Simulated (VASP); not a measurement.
# MoS2 (P6_3/mmc) in VASP: settings compared, part 2 of 2

VASP 6.6.1.

## (3) Relaxation of cell and atoms, r2SCAN

This run uses another cell than the first one, of 18.99 Å³/atom, 1.063 times its volume.

Contents of INCAR:

```
SYSTEM = MoS2
PREC = Accurate
ENCUT = 600
EDIFF = 1E-7
ISMEAR = 0
SIGMA = 0.03
LREAL = .FALSE.
LASPH = .TRUE.
NELM = 80
ALGO = Normal
ISIF = 3
LWAVE = .FALSE.
LCHARG = .FALSE.
METAGGA = R2SCAN
LMIXTAU = .TRUE.
IBRION = 2
NSW = 90
EDIFFG = -0.005
KPAR = 2
```

Contents of KPOINTS:

```
regular mesh
0
G
  12 12 3
  0 0 0
```

Contents of POSCAR:

```
MoS2                                    
1.0
    3.1853172658     -0.0000000000      0.0000000000
   -1.5926586329      2.7585656713     -0.0000000000
   -0.0000000000      0.0000000000     12.9642711217
  Mo              S             
     2     4
Direct
     0.3333333332999970    0.6666666667000030    0.2500000000000000
     0.6666666667000030    0.3333333332999970    0.7500000000000000
     0.3333333332999970    0.6666666667000030    0.6302507316692370
     0.6666666667000030    0.3333333332999970    0.1302507316692368
     0.3333333332999970    0.6666666667000030    0.8697492683307630
     0.6666666667000030    0.3333333332999970    0.3697492683307630
```

Potentials or basis: VASP PAW PBE potentials, release 64 (Mo_sv, S).

Command:

```bash
$ cat potpaw_PBE.64/Mo_sv/POTCAR potpaw_PBE.64/S/POTCAR > POTCAR
$ mpirun -np 2 vasp_std > vasp.out
```

OUTCAR:

```text
SYSTEM = MoS2
   PREC = Accurate
   ENCUT = 600
   EDIFF = 1E-7
   ISMEAR = 0
   LREAL = .FALSE.
   LASPH = .TRUE.
   NELM = 80
   ISIF = 3
   METAGGA = R2SCAN
   IBRION = 2
   NSW = 90
   EDIFFG = -0.005

 ion  position               nearest neighbor table
   1  0.333  0.667  0.250-   4 2.41   6 2.41   4 2.41   6 2.41   4 2.41   6 2.41
   2  0.667  0.333  0.750-   3 2.41   5 2.41   3 2.41   5 2.41   3 2.41   5 2.41
   3  0.333  0.667  0.630-   2 2.41   2 2.41   2 2.41
   4  0.667  0.333  0.130-   1 2.41   1 2.41   1 2.41
   5  0.333  0.667  0.870-   2 2.41   2 2.41   2 2.41
   6  0.667  0.333  0.370-   1 2.41   1 2.41   1 2.41

  LATTYP: Found a hexagonal cell.
 ALAT       =     3.1853172658
 C/A-ratio  =     4.0700093711

  Lattice vectors:

 A1 = (   3.1853172658,   0.0000000000,   0.0000000000)
 A2 = (  -1.5926586329,   2.7585656713,   0.0000000000)
 A3 = (   0.0000000000,   0.0000000000,  12.9642711217)

Analysis of symmetry for initial positions (statically):
=====================================================================
 Subroutine PRICEL returns:
 Original cell was already a primitive cell.

 Routine SETGRP: Setting up the symmetry group for a
[... 188 lines left out ...]
 k-point     1 :       0.0000    0.0000    0.0000
  band No.  band energies     occupation
      1     -56.8871      2.00000
      2     -56.8871      2.00000
      3     -30.2988      2.00000
      4     -30.2988      2.00000
      5     -30.0918      2.00000
      6     -30.0918      2.00000
[... 805 lines left out ...]
     30       8.5702      0.00000
     31       9.5394      0.00000

 [... further k-points ...]

------------------------ aborting loop because EDIFF is reached ----------------------------------------

  FORCE on cell =-STRESS in cart. coord.  units (eV):
  Direction    XX          YY          ZZ          XY          YZ          ZX
  --------------------------------------------------------------------------------------
  -------------------------------------------------------------------------------------
  Total        0.0039747      0.0039747      0.0068814      0.0000000      0.0000000      0.0000000
  in kB        0.0559017      0.0559017      0.0967834      0.0000000      0.0000000      0.0000000
  external PRESSURE =       0.0695290 kB  Pullay stress =       0.0000000 kB

 VOLUME and BASIS-vectors are now :
 -----------------------------------------------------------------------------
  energy-cutoff  :      600.00
  volume of cell :      113.92
      direct lattice vectors                 reciprocal lattice vectors
     3.185317266  0.000000000  0.000000000     0.313940470  0.181253615  0.000000000
    -1.592658633  2.758565671  0.000000000     0.000000000  0.362507230  0.000000000
     0.000000000  0.000000000 12.964271122     0.000000000  0.000000000  0.077135073

 POSITION                                       TOTAL-FORCE (eV/Angst)
 -----------------------------------------------------------------------------------
     -0.00000      1.83904      3.24107        -0.000000     -0.000000     -0.000000
      1.59266      0.91952      9.72320         0.000000      0.000000     -0.000000
     -0.00000      1.83904      8.17074        -0.000000     -0.000000      0.000714
      1.59266      0.91952      1.68861         0.000000     -0.000000      0.000714
     -0.00000      1.83904     11.27567        -0.000000      0.000000     -0.000714
      1.59266      0.91952      4.79353         0.000000     -0.000000     -0.000714
 -----------------------------------------------------------------------------------
    total drift:                               -0.000000      0.000000     -0.000000

  FREE ENERGIE OF THE ION-ELECTRON SYSTEM (eV)
  ---------------------------------------------------
  free  energy   TOTEN  =       -90.0833313484 eV

  energy  without entropy=      -90.0833313484  energy(sigma->0) =      -90.08333135

 reached required accuracy - stopping structural energy minimisation
```

CONTCAR:

```text
MoS2
   1.00000000000000
     3.1853172658000002    0.0000000000000000    0.0000000000000000
    -1.5926586329000001    2.7585656713000000    0.0000000000000000
     0.0000000000000000    0.0000000000000000   12.9642711216999995
  Mo              S
     2     4
Direct
     0.3333333332999970    0.6666666667000030    0.2500000000000000
     0.6666666667000030    0.3333333332999970    0.7500000000000000
     0.3333333332999970    0.6666666667000030    0.6302507316692356
     0.6666666667000030    0.3333333332999970    0.1302507316692356
     0.3333333332999970    0.6666666667000030    0.8697492683307644
     0.6666666667000030    0.3333333332999970    0.3697492683307644

  0.00000000E+00  0.00000000E+00  0.00000000E+00
  0.00000000E+00  0.00000000E+00  0.00000000E+00
  0.00000000E+00  0.00000000E+00  0.00000000E+00
  0.00000000E+00  0.00000000E+00  0.00000000E+00
  0.00000000E+00  0.00000000E+00  0.00000000E+00
  0.00000000E+00  0.00000000E+00  0.00000000E+00
```

Wall time 14 min (2 MPI ranks of AMD EPYC 9R45 (Zen 5), shared host); peak memory 0.36 GiB.

What came out:

```yaml
Free_energy: -90.0833 eV
Pressure_after_relaxing: 0.0 GPa
Band_gap_on_the_k_mesh: 1.17 eV, indirect (least direct gap 1.73 eV)
```

Final structure:
```
Mo S
1.0
     3.18532    0.00000    0.00000
    -1.59266    2.75857    0.00000
     0.00000    0.00000   12.96427
Mo S
2 4
Direct
  0.33333 0.66667 0.25000
  0.66667 0.33333 0.75000
  0.33333 0.66667 0.63025
  0.66667 0.33333 0.13025
  0.33333 0.66667 0.86975
  0.66667 0.33333 0.36975
```

Levels at points of the mesh, in eV from the valence-band top:
```csv
k point,band 23,band 24,band 25,band 26,band 27,band 28,band 29,band 30
"(0.00, 0.00, 0.00)",-2.22,-1.53,-0.89,0.00,2.35,2.35,2.37,2.37
"(0.50, 0.00, 0.00)",-1.74,-1.65,-1.26,-1.20,1.79,1.81,2.24,2.41
```

Caveat: the relaxation stopped at its first step, so nothing moved; the PAW data sets were made with another functional, which shifts forces and pressure a little; an odd mesh through Γ misses points on the zone boundary, where band edges often lie.

## (4) Relaxation of cell and atoms, optB86b-vdW

Contents of INCAR:

```
PREC = Accurate
ENCUT = 600
EDIFF = 1E-6
ISMEAR = 0
SIGMA = 0.03
LREAL = F
LASPH = T
NELM = 80
ALGO = Normal
ISIF = 3
LWAVE = F
LCHARG = F
GGA = MK
LUSE_VDW = T
AGGAC = 0.0
PARAM1 = 0.1234
PARAM2 = 1.0
IBRION = 2
NSW = 90
EDIFFG = -0.01
KPAR = 2
```

Contents of KPOINTS:

```
Automatic mesh
0
Gamma
  12 12 3
```

Contents of POSCAR:

```
MoS2
1.0
    3.1690000000      0.0000000000      0.0000000000
   -1.5845000000      2.7444345046      0.0000000000
    0.0000000000      0.0000000000     12.3240000000
Mo S
2 4
Direct
    0.3333333333      0.6666666667      0.2500000000
    0.6666666667      0.3333333333      0.7500000000
    0.3333333333      0.6666666667      0.6230000000
    0.6666666667      0.3333333333      0.1230000000
    0.3333333333      0.6666666667      0.8770000000
    0.6666666667      0.3333333333      0.3770000000
```

Command:

```bash
$ cat potpaw_PBE.64/Mo_sv/POTCAR potpaw_PBE.64/S/POTCAR > POTCAR
$ mpirun -np 2 vasp_std > vasp.out
```

Run time: 7.7 min. Hardware: 2 MPI ranks of Intel Xeon Platinum 8488C (Sapphire Rapids), shared host; peak memory 0.71 GiB.

Results (log left out):

| Item | Value |
| --- | --- |
| Free energy | -32.5503 eV |
| Energy gained by relaxing | 0.1 meV/atom |
| Ionic steps | 4 |
| Pressure after relaxing | 0.1 GPa |
| Largest force after relaxing | 0.008 eV/Å |
| Band gap on the k mesh | 0.88 eV, indirect (least direct gap 1.68 eV) |

Forces in eV/Å, atoms in the order of the input:
```
Mo   0.000  0.000  0.000
Mo   0.000  0.000  0.000
S    0.000  0.000  0.008
S    0.000  0.000  0.008
S    0.000  0.000 -0.008
S    0.000  0.000 -0.008
```

The path:
| step | energy change (eV) | largest force (eV/Å) | pressure (GPa) | volume (Å³) |
| --- | --- | --- | --- | --- |
| 1 | 0.0000 | 0.0462 | 0.17 | 107.18 |
| 2 | 0.0001 | 0.0775 | -0.46 | 107.47 |
| 3 | -0.0004 | 0.0117 | -0.11 | 107.32 |
| 4 | -0.0005 | 0.0081 | 0.06 | 107.19 |

Final structure:
```
CELL_PARAMETERS angstrom
3.16580 0.00000 0.00000
-1.58290 2.74166 0.00000
0.00000 0.00000 12.34920
ATOMIC_POSITIONS crystal
Mo 0.33333 0.66667 0.25000
Mo 0.66667 0.33333 0.75000
S 0.33333 0.66667 0.62293
S 0.66667 0.33333 0.12293
S 0.33333 0.66667 0.87707
S 0.66667 0.33333 0.37707
```

Levels at points of the mesh, in eV from the valence-band top:
| k point | band 23 | band 24 | band 25 | band 26 | band 27 | band 28 | band 29 | band 30 |
| --- | --- | --- | --- | --- | --- | --- | --- | --- |
| (0.00, 0.00, 0.00) | -2.07 | -1.18 | -1.16 | 0.00 | 2.14 | 2.14 | 2.17 | 2.17 |
| (0.50, 0.00, 0.00) | -1.67 | -1.47 | -1.36 | -1.25 | 1.63 | 1.67 | 2.01 | 2.28 |

Caveat: the PAW data sets were made with another functional, which shifts forces and pressure a little; an odd mesh through Γ misses points on the zone boundary, where band edges often lie.
